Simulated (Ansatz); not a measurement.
Rh under pressure: fit and missing row

Rh, P6_3/mmc, a = 2.704 Å, c = 4.349 Å. This isn't the element's structure at ambient conditions. Ansatz: r2SCAN, PAW, 500 eV, Γ-centred 18×18×10 mesh on 2 atoms, Gaussian smearing 0.10 eV; no spin polarisation. Cell and atoms are relaxed at each pressure, and no other structure is tried, so the rows at high pressure may lie past a change of phase.

```tsv
V (Å³/atom)	P (GPa)
?	90.00
12.101	50.00
12.783	24.99
13.240	11.99
13.576	3.96
13.716	0.98
13.764	-0.02
13.814	-1.02
```

Task: Take V0 = 13.764 Å³/atom, count pressures from its P0 = -0.02 GPa, fit the third-order Birch–Murnaghan form to the other rows, and predict the missing volume.

Result: With the Eulerian strain f = ½[(V0/V)^(2/3) − 1] and y = (P − P0)/[3f(1 + 2f)^(5/2)], the form is the line y = B0 + 1.5 B0 (B0′ − 4) f. Rows (f, y): 0.04482, 300.2; 0.02526, 291.8; 0.01311, 286.2; 0.00461, 281.3; 0.00117, 283.2; -0.00121, 277.2. Means f = 0.01463, y = 286.65; Σ(Δf)² = 0.001559, ΣΔfΔy = 0.7142; the slope is their ratio. y = 279.9 + 458.1 f GPa, so B0 = 279.9 GPa and B0′ = 4 + 2 × (458.1)/(3 × 279.9) = 5.09. P = 90.00 GPa is met at f = 0.06952 (y = 311.75), so V = V0 (1 + 2f)^(−3/2) = 11.322 Å³/atom. The run gave 11.316 Å³/atom, so the fit is 0.006 Å³/atom too high, a small miss on the scale of the series. The form still works here, 78 % of the fitted range beyond its end.

The volumes describe a very stiff metal that stiffens further as it is squeezed. In rhodium the partly filled 4d band supplies strong bonding that pulls the atoms together, against the repulsion of the compressed sp electrons and overlapping ion cores. Under compression the repulsion grows faster than the d-band attraction, so each further reduction in volume costs more pressure. The positive slope of y, equivalent to B0′ = 5.09, expresses this as a stiffening beyond the second-order form.

The uneven y values near zero strain are probably not physical: there a small pressure is divided by a small strain, so rounding in the volumes is strongly amplified. B0 is therefore less certain than its digits suggest, while the slope rests mainly on the most compressed rows. The predicted volume being slightly too large means that the computed crystal is marginally softer at the far end than the extrapolation, which could reflect a higher-order strain term or simply the uncertainty in the slope. Good agreement in volume doesn't show how the axial ratio responds to pressure.
